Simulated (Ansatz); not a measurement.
## Ti under changes of volume

One of the cells (16.731 Å³/atom); the others are scaled copies at fixed shape and fractional positions:

```xyz
1
Lattice="0.0000 2.0300 2.0300 2.0300 0.0000 2.0300 2.0300 2.0300 0.0000" Properties=species:S:1:pos:R:3 pbc="T T T"
Ti    0.0000    0.0000    0.0000
```

This isn't the form of Ti at room conditions, which is hcp.

```yaml
Program: Ansatz 0.2.0
Functional: PBE
Potentials_or_basis: all-electron LAPW, scalar-relativistic
Cutoff: 242 eV (chosen from the basis error)
Basis_error_allowed: 0.0005 eV/atom
k_mesh: 11 × 11 × 11
Occupations: fermi-dirac, width 0.05 eV
Spin: no spin polarisation
```

```csv
volume (Å³/atom),energy over the lowest point (meV/atom),pressure (GPa)
15.727,56.95,12.5
16.062,?,?
16.396,18.08,6.7
16.731,7.19,4.2
17.065,1.30,1.9
17.400,0.00,-0.3
17.735,2.89,-2.2
```

Q: What does the run at 16.062 Å³/atom give?

A: Energy over the lowest point 34.48 meV/atom; pressure 9.5 GPa.

Worked out: A Birch-Murnaghan fit of order 3 (a polynomial in V^(-2/3)) to the other rows has its minimum at 17.33 Å³/atom with B0 = V·E''(V) = 106 GPa and B' = 3.7. It gives 34.47 meV/atom at 16.062 Å³/atom, against the run's 34.48, and -dE/dV = 9.3 GPa, against 9.5.

Energies are extrapolated to zero smearing.
